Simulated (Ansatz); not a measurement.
InP: band structure with PBEsol

**What was measured.**

From a printed reference work, data compilation, for a bulk crystal of InP at 1.6 K: band gap 1.4236 eV (direct).

InP:

```
CELL_PARAMETERS angstrom
0.00000 2.93050 2.93050
2.93050 0.00000 2.93050
2.93050 2.93050 0.00000
ATOMIC_POSITIONS crystal
In 0.00000 0.00000 0.00000
P 0.75000 0.75000 0.75000
```

```
Program             : Ansatz 0.2.0
Task                : band structure
Functional          : PBEsol
Potentials or basis : all-electron LAPW, relativistic spinors
Cutoff              : 245 eV (chosen from the basis error)
Basis error allowed : 0.001 eV/atom
k mesh              : 6 × 6 × 6
Occupations         : fermi-dirac, width 0.05 eV
Spin                : spin-orbit coupling, no magnetisation
```

```yaml
Pressure: 0.5 GPa
Band_gap_on_the_k_mesh: 0.58 eV, direct
Band_gap_along_the_path: 0.58 eV, direct
```

Levels at the corners of the path, in eV from the valence-band top:
| point | band 32 | band 33 | band 34 | band 35 | band 36 | band 37 |
| --- | --- | --- | --- | --- | --- | --- |
| Γ | 0.00 | 0.00 | 0.00 | 0.58 | 0.58 | 3.66 |
| X | -2.44 | -2.34 | -2.34 | 1.60 | 1.60 | 2.14 |
| W | -3.03 | -2.98 | -2.93 | 4.16 | 4.16 | 4.29 |
| K | -3.35 | -2.00 | -1.99 | 2.21 | 2.22 | 4.27 |
| Γ | 0.00 | 0.00 | 0.00 | 0.58 | 0.58 | 3.66 |
| L | -1.08 | -0.96 | -0.96 | 1.37 | 1.37 | 4.61 |
| U | -3.35 | -2.00 | -1.99 | 2.21 | 2.22 | 4.27 |
| W | -3.03 | -2.98 | -2.93 | 4.16 | 4.16 | 4.29 |

Run time: 87 s on 1 thread of Arm Neoverse V1 (shared host), peak memory 0.38 GiB.

A measured gap of InP is 1.4236 eV (direct; 1.6 K; a printed reference work, data compilation); the calculated 0.58 eV misses it by -0.84 eV. The value is that of PBEsol, without temperature or zero-point motion. Semilocal functionals fall short of measured gaps as a rule.
